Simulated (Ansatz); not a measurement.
Born–Oppenheimer molecular dynamics of a periodic cell of 12 atoms, ZrO$_{2}$ (start crystal ZrO2, start structure Fm-3m, volume 1 times the crystal's). It starts from a structure without forces on its atoms.

Computed with DFT PBE-D3(BJ), scalar-relativistic, plane waves, PAW in Ansatz. Settings: accuracy low, PAW set soft_1, cutoff 420 eV, k mesh 2x2x2, fermi-dirac smearing 0.17 eV, no spin polarisation.

```yaml
ensemble: NVT, Nosé–Hoover chain
time_step: 1.5 fs
steps_asked: 300
set_temperature: 2000 K
thermostat: time constant 200 fs, chain length 5
seed: 175893
```

First frame:

```xyz
12
Lattice="5.0650 0.0000 0.0000 0.0000 5.0650 0.0000 0.0000 0.0000 5.0650" Properties=species:S:1:pos:R:3
Zr 0.000 0.000 0.000
O 1.266 1.266 1.266
O 3.799 3.799 3.799
Zr 2.533 2.533 0.000
O 3.799 3.799 1.266
O 1.266 1.266 3.799
Zr 2.533 0.000 2.533
O 3.799 1.266 3.799
O 1.266 3.799 1.266
Zr 0.000 2.533 2.533
O 1.266 3.799 3.799
O 3.799 1.266 1.266
```

Question: What does the run give?

Answer: The run went to its last step.

```
steps done                                               : 300
time covered                                             : 450 fs
mean temperature over the second half                    : 1703 K
spread of the potential energy over the second half      : 32.1 meV per atom
mean potential energy of the second half above the start : 160.8 meV per atom
```

The conserved energy stayed within 1.2 meV per atom of its start (net change 0.93 meV per atom), so the integration is sound. The mean temperature of the second half is 15 % below the set value. A run of 0.45 ps of so small a system gives no equilibrium averages. Limits of this set-up: coarse k mesh, low accuracy level.

Question: What happens to the structure?

Answer: Mean squared displacements from the first frame to the last, about the centre of mass: Zr 0.03 Å², O 0.10 Å². The details hang on the random start.

Question: How do temperature and energy run in time?

Answer: 
| time (fs) | T (K) | potential energy less start (eV) | conserved less start (meV/atom) |
| --- | --- | --- | --- |
| 0 | 2000 | 0.000 | 0.00 |
| 37.5 | 1252 | 1.090 | 0.42 |
| 75 | 1523 | 0.776 | 0.33 |
| 112.5 | 1468 | 0.986 | 0.37 |
| 150 | 1054 | 1.774 | 0.51 |
| 187.5 | 1802 | 0.949 | 0.39 |
| 225 | 1229 | 2.061 | 0.82 |
| 262.5 | 1410 | 2.026 | 0.70 |
| 300 | 2129 | 1.231 | 0.49 |
| 337.5 | 1724 | 1.952 | 0.76 |
| 375 | 2132 | 1.480 | 0.51 |
| 412.5 | 1728 | 2.161 | 0.63 |
| 450 | 2084 | 1.780 | 0.93 |

Run time: 12 min on 1 thread of Arm Neoverse V2, on a shared host, peak memory 0.45 GiB.
